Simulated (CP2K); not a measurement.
## GaN: one setting at a time in CP2K

Simulated with CP2K 2026.2. This is a test of settings. The cell was built from a prototype and was relaxed with r2SCAN in plane waves (Ansatz 0.2.0). Not every such cell is a known phase. All runs are without spin polarisation.

The symmetry is P6_3/mmc (No. 194, hexagonal); a = 2.967 Å, c = 5.033 Å in the conventional setting, 9.59 Å³ an atom. Ga has 6 N at 2.13 Å and 2 Ga at 2.52 Å; N has 6 Ga at 2.13 Å.

The base run uses PBE in the SZV-MOLOPT-SR basis.

```
&GLOBAL
 PROJECT run
 RUN_TYPE ENERGY_FORCE
 PRINT_LEVEL LOW
&END GLOBAL
&FORCE_EVAL
 METHOD QS
 STRESS_TENSOR ANALYTICAL
 &DFT
  BASIS_SET_FILE_NAME BASIS_MOLOPT
  POTENTIAL_FILE_NAME GTH_POTENTIALS
  &QS
   EXTRAPOLATION USE_GUESS
  &END QS
  &MGRID
   CUTOFF 500
   REL_CUTOFF 50
  &END MGRID
  &XC
   &XC_FUNCTIONAL PBE
   &END XC_FUNCTIONAL
  &END XC
  &KPOINTS
   SCHEME MONKHORST-PACK 5 5 5
   SYMMETRY F
   FULL_GRID F
  &END KPOINTS
  &SCF
   ADDED_MOS 10
   EPS_SCF 1e-6
   MAX_SCF 80
   &DIAGONALIZATION
   &END DIAGONALIZATION
   &MIXING
    METHOD BROYDEN_MIXING
    ALPHA 0.3
   &END MIXING
   &SMEAR
    METHOD FERMI_DIRAC
    ELECTRONIC_TEMPERATURE [K] 232
   &END SMEAR
   &PRINT
    &ITERATION_INFO
    &END ITERATION_INFO
   &END PRINT
  &END SCF
  &PRINT
   &BAND_STRUCTURE
    FILE_NAME bands.bs
    ADDED_MOS 6
    &KPOINT_SET
     UNITS B_VECTOR
     SPECIAL_POINT 0.00000000 0.00000000 0.00000000
     NPOINTS 0
    &END KPOINT_SET
    &KPOINT_SET
     UNITS B_VECTOR
     SPECIAL_POINT 0.50000000 0.00000000 0.00000000
     NPOINTS 0
    &END KPOINT_SET
    &KPOINT_SET
     UNITS B_VECTOR
     SPECIAL_POINT 0.33333333 0.33333333 0.00000000
     NPOINTS 0
    &END KPOINT_SET
    &KPOINT_SET
     UNITS B_VECTOR
     SPECIAL_POINT 0.00000000 0.00000000 0.50000000
     NPOINTS 0
    &END KPOINT_SET
    &KPOINT_SET
     UNITS B_VECTOR
     SPECIAL_POINT 0.50000000 0.00000000 0.50000000
     NPOINTS 0
    &END KPOINT_SET
    &KPOINT_SET
     UNITS B_VECTOR
     SPECIAL_POINT 0.33333333 0.33333333 0.50000000
     NPOINTS 0
    &END KPOINT_SET
    &KPOINT_SET
     UNITS B_VECTOR
     SPECIAL_POINT 0.00000000 0.14843800 0.00000000
     NPOINTS 0
    &END KPOINT_SET
   &END BAND_STRUCTURE
  &END PRINT
 &END DFT
 &SUBSYS
  &CELL
   A 2.96720354 0.00000000 0.00000000
   B -1.48360177 2.56967364 0.00000000
   C 0.00000000 0.00000000 5.03292552
  &END CELL
  &COORD
   SCALED
   Ga 0.00000000 -0.00000000 -0.00000000
   Ga -0.00000000 0.00000000 0.50000000
   N 0.33333333 0.66666667 0.25000000
   N 0.66666667 0.33333333 0.75000000
  &END COORD
  &KIND Ga
   BASIS_SET SZV-MOLOPT-SR-GTH
   POTENTIAL GTH-PBE
  &END KIND
  &KIND N
   BASIS_SET SZV-MOLOPT-SR-GTH
   POTENTIAL GTH-PBE
  &END KIND
 &END SUBSYS
 &PRINT
  &STRESS_TENSOR
  &END STRESS_TENSOR
  &FORCES
  &END FORCES
 &END PRINT
&END FORCE_EVAL
```

Command: `cp2k.psmp -i run.inp`. It took 8.2 s on 2 threads of Arm Neoverse V1, with other jobs on the host, peak memory 0.22 GiB.

It converged with a gap of 0.49 eV and a pressure of 22.54 GPa (positive in compression). Pressures on CP2K's grid carry noise of some tenths of a GPa.

Each further run moved one setting: ALPHA (mixing weight); KPOINTS (Monkhorst-Pack mesh); REL_CUTOFF (grid cutoff relative to the Gaussians, in Ry); XC_FUNCTIONAL (functional, with the PBE potentials kept); EPS_SCF (SCF threshold); CUTOFF (density grid cutoff in Ry). Changes are from the base run, which isn't itself converged in every setting; energies of another Hamiltonian, functional, basis or charge aren't compared, and those at a high electronic temperature are mostly its entropy term. CP2K's gap is over the listed points.

```
                      setting  how it ended  gap change (eV)  energy change (meV/atom)  pressure change (GPa)  time (s)
                  ALPHA = 0.6     converged             0.00                       0.0                   0.00       8.2
              KPOINTS = 7x7x7     converged             0.01                      -6.6                   0.19        11
              REL_CUTOFF = 30     converged             0.00                      -0.3                   0.04       6.9
         XC_FUNCTIONAL = BLYP     converged            -0.06                         –                   8.93       8.9
               EPS_SCF = 1e-9     converged             0.00                       0.0                   0.00        13
CUTOFF = 30 (poor on purpose)     converged            -0.81                   32514.9               -1613.57        11
```

ALPHA = 0.6 changes nothing that matters here. REL_CUTOFF = 30 changes nothing that matters here. EPS_SCF = 1e-9 changes nothing that matters here.

The runs are scalar-relativistic, without spin-orbit coupling.
